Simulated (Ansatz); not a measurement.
Runs of Ansatz 0.2.0 on Rb. The structure is tetragonal, space group I4/mmm (No. 139). Conventional cell: a = 5.909 Å, b = 5.909 Å, c = 5.462 Å, α = 90.00°, β = 90.00°, γ = 90.00°. This isn't the form of Rb at room conditions, which is bcc.

```csv
task,level,potentials or basis,spin,cell,k mesh,cutoff (eV),smearing,mesh quality,gap on the mesh (eV),pressure (GPa)
single point,r2SCAN0,PseudoDojo standard (PBE files),"SOC, no magnetisation",cell strained at random at fixed volume,4 × 4 × 4,626,gaussian 0.01 eV,coarse,none,0.1
relaxation of cell and atoms,r2SCANh,Ansatz PAW earlier set,off,relaxed,4 × 4 × 4,420,gaussian 0.1 eV,coarse,none,0.0
single point,r2SCAN0,PseudoDojo standard (PBE files),"SOC, no magnetisation",as given,5 × 5 × 5,626,methfessel-paxton 0.05 eV,not flagged,none,0.0
projected density of states,BLYP+D3(BJ)-ATM,Ansatz PAW,off,volume scaled by 1.25,7 × 7 × 7,420,tetrahedron,not flagged,none,(a)
single point,r2SCANh+D3(BJ),PseudoDojo standard (PBE files),off,as given,5 × 5 × 5,630,gaussian 0.05 eV,not flagged,none,-0.1
```

Problem. Estimate the missing entries.

Solution. (a) -0.6.

Caveats: some runs use coarse meshes; the meta-GGA runs on potentials made for a GGA (some runs); the potentials were made for another functional, which shifts forces and pressure (some runs); the thresholds are loose for stress (some runs); the PAW data sets come from PBE, with cores solved anew for the run's functional, which leaves a small shift of forces and pressure (some runs); pairwise dispersion overbinds metals, which lowers pressure and volume (some runs); the plane-wave basis is chosen anew once the cell has moved, so the energies of steps on either side of that aren't comparable (some runs); with tetrahedron occupations forces and stress needn't match the slope of the energy (some runs).

A k mesh can miss the band edges, and rows without SOC leave out spin-orbit coupling on Rb.

A gap of «none» marks a metal or a gap under the smearing width.
